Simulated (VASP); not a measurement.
# GaP (F-43m) in VASP: phonons with PBE

Aim: the phonons of GaP with PBE.

All numbers are computed with VASP 6.6.1; they aren't measurements. Logs are shortened: lines on timing, memory, paths and dates and some standing lists are left out, and cuts for length are marked.

## 1. The crystal as given

It takes space group F-43m (No. 216, cubic). The conventional cell has a = 5.451 Å, b = 5.451 Å, c = 5.451 Å, α = 90.00°, β = 90.00°, γ = 90.00°. Around Ga (site symmetry -43m) lie 4 P at 2.36 Å. P (site symmetry -43m) is surrounded by 4 Ga at 2.36 Å.

## 2. Phonons, PBE

The input, POSCAR:

```
GaP
1.0
    0.0000000000      2.7252500000      2.7252500000
    2.7252500000      0.0000000000      2.7252500000
    2.7252500000      2.7252500000      0.0000000000
Ga P
1 1
Direct
    0.0000000000      0.0000000000      0.0000000000
    0.2500000000      0.2500000000      0.2500000000
```

The input, INCAR.step1:

```
PREC = Accurate
ENCUT = 600
EDIFF = 1E-8
ISMEAR = 0
SIGMA = 0.02
LREAL = F
LASPH = T
NELM = 100
ALGO = Fast
ISIF = 3
LWAVE = F
LCHARG = F
GGA = PE
IBRION = 2
NSW = 40
EDIFFG = -0.002
```

The input, INCAR.step2:

```
PREC = Accurate
ENCUT = 600
EDIFF = 1E-8
ISMEAR = 0
SIGMA = 0.02
LREAL = F
LASPH = T
NELM = 100
ALGO = Fast
ISIF = 2
LWAVE = F
LCHARG = F
GGA = PE
IBRION = 6
NFREE = 2
POTIM = 0.015
NSW = 1
```

The input, KPOINTS:

```
regular mesh
0
Gamma
  8 8 8
```

Potentials or basis: VASP PAW PBE potentials, release 64 (Ga_d, P).

On the command line:

```bash
$ cat potpaw_PBE.64/Ga_d/POTCAR potpaw_PBE.64/P/POTCAR > POTCAR
$ cp INCAR.step1 INCAR
$ mpirun -np 1 vasp_std > vasp.out
$ cp CONTCAR POSCAR
$ cp INCAR.step2 INCAR
$ mpirun -np 1 vasp_std > vasp.out
```

OUTCAR:

```text
PREC = Accurate
   ENCUT = 600
   EDIFF = 1E-8
   ISMEAR = 0
   LREAL = F
   LASPH = T
   NELM = 100
   ISIF = 2
   GGA = PE
   IBRION = 6
   NFREE = 2
   POTIM = 0.015
   NSW = 1

 ion  position               nearest neighbor table
   1  0.000  0.000  0.000-   2 2.38   2 2.38   2 2.38   2 2.38
   2  0.250  0.250  0.250-   1 2.38   1 2.38   1 2.38   1 2.38

  LATTYP: Found a face centered cubic cell.
 ALAT       =     5.5053591790

  Lattice vectors:

 A1 = (   0.0000000000,   2.7526795895,   2.7526795895)
 A2 = (   2.7526795895,   0.0000000000,   2.7526795895)
 A3 = (   2.7526795895,   2.7526795895,   0.0000000000)

Analysis of symmetry for initial positions (statically):
=====================================================================
 Subroutine PRICEL returns:
 Original cell was already a primitive cell.

 Routine SETGRP: Setting up the symmetry group for a
 face centered cubic supercell.

 Subroutine GETGRP returns: Found 24 space group operations
 (whereof 24 operations were pure point group operations)
 out of a pool of 48 trial point group operations.

The static configuration has the point symmetry T_d .

Analysis of symmetry for dynamics (positions and initial velocities):
=====================================================================
 Subroutine PRICEL returns:
 Original cell was already a primitive cell.

 Routine SETGRP: Setting up the symmetry group for a
 face centered cubic supercell.

 Subroutine GETGRP returns: Found 24 space group operations
 (whereof 24 operations were pure point group operations)
 out of a pool of 48 trial point group operations.

The dynamic configuration has the point symmetry T_d .

 Subroutine INISYM returns: Found 24 space group operations
 (whereof 24 operations are pure point group operations),
 and found     1 'primitive' translations

----------------------------------------------------------------------------------------

                                     Primitive cell

  volume of cell :      41.7155

  direct lattice vectors                    reciprocal lattice vectors
     0.000000000  2.752679590  2.752679590    -0.181641191  0.181641191  0.181641191
     2.752679590  0.000000000  2.752679590     0.181641191 -0.181641191  0.181641191
     2.752679590  2.752679590  0.000000000     0.181641191  0.181641191 -0.181641191

  length of vectors
     3.892876808  3.892876808  3.892876808     0.314611772  0.314611772  0.314611772

  position of ions in fractional coordinates (direct lattice)
     0.000000000  0.000000000  0.000000000
     0.250000000  0.250000000  0.250000000

  ion indices of the primitive-cell ions
   primitive index   ion index
                 1           1
                 2           2

----------------------------------------------------------------------------------------

 KPOINTS: regular mesh

Automatic generation of k-mesh.
 Grid dimensions read from file:
 generate k-points for:    8    8    8

 Generating k-lattice:

  Cartesian coordinates                     Fractional coordinates (reciprocal lattice)
    -0.022705149  0.022705149  0.022705149     0.125000000  0.000000000  0.000000000
     0.022705149 -0.022705149  0.022705149     0.000000000  0.125000000  0.000000000
     0.022705149  0.022705149 -0.022705149     0.000000000  0.000000000  0.125000000

  Length of vectors
     0.039326472  0.039326472  0.039326472

  Shift w.r.t. Gamma in fractional coordinates (k-lattice)
     0.000000000  0.000000000  0.000000000

 Subroutine IBZKPT returns following result:
 ===========================================

 Found     29 irreducible k-points:

 Following reciprocal coordinates:
[... 59 lines left out ...]
   ISMEAR =     0;   SIGMA  =   0.02  broadening in eV -4-tet -1-fermi 0-gaus
   EFERMI_NEDOS =   21; number of points for ismear=-14 and -15
   IALGO  =     68    algorithm
   IMIX   =      4    mixing-type and parameters
     AMIX     =   0.40;   BMIX     =  1.00
     AMIX_MAG =   1.60;   BMIX_MAG =  1.00
  volume/ion in A,a.u.               =      20.86       140.75
  Fermi-wavevector in a.u.,A,eV,Ry     =   1.237086  2.337754 20.822119  1.530383
  Thomas-Fermi vector in A             =   2.371668
   LORBIT       =      0    0 simple, 1 ext, 2 COOP (PROOUT), +10 PAW based schemes
   GGA     = PE    functional components
   LHFCALC =     F    Hartree Fock is set to
   AEXX    =    0.0000 exact exchange contribution
   IVDW    =     0    specifies the selected vdW correction
   LEPSILON=     F    determine dielectric tensor
   LRPA    =     F    only Hartree local field effects (RPA)
 finite differences with symmetry
 non-spin polarized calculation
 RMM-DIIS sequential band-by-band and
 Gauss-broadening in eV      SIGMA  =   0.02
  energy-cutoff  :      600.00
  volume of cell :       41.72
 maximum number of plane-waves:      1411
   NGX = 15   NGY = 15   NGZ = 15

--------------------------------------- Ionic step        1  -------------------------------------------

 number of electron      17.9999991 magnetization

 Free energy of the ion-electron system (eV)
  ---------------------------------------------------
  ext. energy  EPLUGINS =         0.00000000
  ---------------------------------------------------
  free energy    TOTEN  =        -9.12547157 eV

  energy without entropy =       -9.12547157  energy(sigma->0) =       -9.12547157

------------------------ aborting loop because EDIFF is reached ----------------------------------------

  FORCE on cell =-STRESS in cart. coord.  units (eV):
  Direction    XX          YY          ZZ          XY          YZ          ZX
  --------------------------------------------------------------------------------------
  -------------------------------------------------------------------------------------
  Total        0.0009921      0.0009921      0.0009921      0.0000000      0.0000000      0.0000000
  in kB        0.0381020      0.0381020      0.0381020      0.0000000      0.0000000      0.0000000
  external PRESSURE =       0.0381020 kB  Pullay stress =       0.0000000 kB
[... 131 lines left out ...]
--------------------------------------- Ionic step        5  -------------------------------------------

 number of electron      17.9999991 magnetization

 Free energy of the ion-electron system (eV)
  ---------------------------------------------------
  ext. energy  EPLUGINS =         0.00000000
  ---------------------------------------------------
  free energy    TOTEN  =        -9.12442436 eV

  energy without entropy =       -9.12442436  energy(sigma->0) =       -9.12442436

 E-fermi :   4.5416     XC(G=0):  -9.6965

 val. band max:        4.3944041740   @ k =   0.0000   0.0000   0.0000
 cond. band min:       5.9142051609   @ k =   0.0000   0.5000   0.0000
 fundamental gap:      1.5198009869
 Fermi energy:         4.5416120360

 k-point     1 :       0.0000    0.0000    0.0000
  band No.  band energies     occupation
      1     -10.1560      2.00000
      2     -10.1545      2.00000
      3     -10.1527      2.00000
      4     -10.0635      2.00000
      5     -10.0635      2.00000
      6      -7.9192      2.00000
      7       4.3057      2.00000
      8       4.3511      2.00000
      9       4.3944      2.00000
     10       5.9294      0.00000
     11       8.2213      0.00000
     12       8.2456      0.00000
     13       8.2723      0.00000
[... 354 lines left out ...]
  band No.  band energies     occupation
      1     -10.2330      2.00000
      2     -10.1260      2.00000
      3     -10.1147      2.00000
      4     -10.0679      2.00000
      5     -10.0569      2.00000
      6      -5.5516      2.00000
      7      -1.9536      2.00000
      8       1.2629      2.00000
      9       2.5176      2.00000
     10       7.7269      0.00000
     11       8.6952      0.00000
     12      10.7089      0.00000
     13      12.1883      0.00000

 [... further k-points ...]

------------------------ aborting loop because EDIFF is reached ----------------------------------------

  FORCE on cell =-STRESS in cart. coord.  units (eV):
  Direction    XX          YY          ZZ          XY          YZ          ZX
  --------------------------------------------------------------------------------------
  -------------------------------------------------------------------------------------
  Total        0.0009791      0.0031773      0.0031773      0.0000000      0.0987919      0.0000000
  in kB        0.0376039      0.1220317      0.1220317      0.0000000      3.7943279      0.0000000
  external PRESSURE =       0.0938891 kB  Pullay stress =       0.0000000 kB
[... 17 lines left out ...]
  FREE ENERGIE OF THE ION-ELECTRON SYSTEM (eV)
  ---------------------------------------------------
  free  energy   TOTEN  =        -9.1244243634 eV

  energy  without entropy=       -9.1244243634  energy(sigma->0) =       -9.12442436

 INTERNAL STRAIN TENSORS FROM DISPLACED ATOMS
 ============================================

 INTERNAL STRAIN TENSOR FOR ION    1 for displacements in x,y,z  (eV/Angst):
          X           Y           Z          XY          YZ          ZX
  --------------------------------------------------------------------------------
  x     0.00000     0.00000     0.00000     0.00000     6.59699     0.00000
  y     0.00000    -0.00000     0.00000     0.00000     0.00000     6.59699
  z     0.00000     0.00000     0.00000     6.59699     0.00000     0.00000

 INTERNAL STRAIN TENSOR FOR ION    2 for displacements in x,y,z  (eV/Angst):
          X           Y           Z          XY          YZ          ZX
  --------------------------------------------------------------------------------
  x    -0.00000    -0.00000    -0.00000     0.00000    -6.59085     0.00000
  y    -0.00000    -0.00000    -0.00000     0.00000     0.00000    -6.59085
  z    -0.00000    -0.00000    -0.00000    -6.59085     0.00000     0.00000

 Eigenvectors and eigenvalues of the dynamical matrix
 ----------------------------------------------------

   1 f  =   10.300252 THz    64.718393 2PiTHz  343.579431 cm-1    42.598401 meV
             X         Y         Z           dx          dy          dz
      0.000000  0.000000  0.000000    -0.553924    0.001253    0.027896
      1.376340  1.376340  1.376340     0.831044   -0.001879   -0.041852
[... 21 lines left out ...]
   6 f/i=    0.000173 THz     0.001089 2PiTHz    0.005782 cm-1     0.000717 meV
             X         Y         Z           dx          dy          dz
      0.000000  0.000000  0.000000    -0.110893    0.819829   -0.089286
      1.376340  1.376340  1.376340    -0.073915    0.546449   -0.059513

 ELASTIC MODULI CONTR FROM IONIC RELAXATION (kBar)
 Direction    XX          YY          ZZ          XY          YZ          ZX
 --------------------------------------------------------------------------------
 XX          -0.0000     -0.0000     -0.0000     -0.0000     -0.0000     -0.0000
 YY          -0.0000     -0.0000     -0.0000     -0.0000     -0.0000      0.0000
 ZZ          -0.0000     -0.0000     -0.0000     -0.0000     -0.0000     -0.0000
 XY          -0.0000     -0.0000     -0.0000   -179.3674      0.0000      0.0000
 YZ          -0.0000     -0.0000     -0.0000      0.0000   -179.3674      0.0000
 ZX          -0.0000      0.0000     -0.0000      0.0000      0.0000   -179.3674
 --------------------------------------------------------------------------------
```

Wall time 2.6 min (1 thread of AMD EPYC 9R45 (Zen 5), shared host); peak memory 0.24 GiB.

What came out:

| Item | Value |
| --- | --- |
| Relaxed volume | 20.86 Å³/atom |
| Relaxed cell | a = 3.893 Å, b = 3.893 Å, c = 3.893 Å, α = 60.00°, β = 60.00°, γ = 60.00° |
| Space group after relaxing (to 0.05 Å) | F-43m (No. 216) |
| Highest phonon frequency at Γ, LO-TO splitting left out | 344 cm⁻¹ |

The path:
```csv
step,energy change (eV),largest force (eV/Å),pressure (GPa),volume (Å³)
1,0.0000,0.0000,2.46,40.48
2,-0.0071,0.0000,-1.07,42.33
3,-0.0092,0.0000,0.01,41.72
```

Final structure:
```
CELL_PARAMETERS angstrom
0.00000 2.75268 2.75268
2.75268 0.00000 2.75268
2.75268 2.75268 0.00000
ATOMIC_POSITIONS crystal
Ga 0.00000 0.00000 0.00000
P 0.25000 0.25000 0.25000
```

Phonon frequencies in cm⁻¹ (negative: imaginary):
| q point | frequencies |
| --- | --- |
| (0.000, 0.000, 0.000) | 0 0 0 344 344 344 |
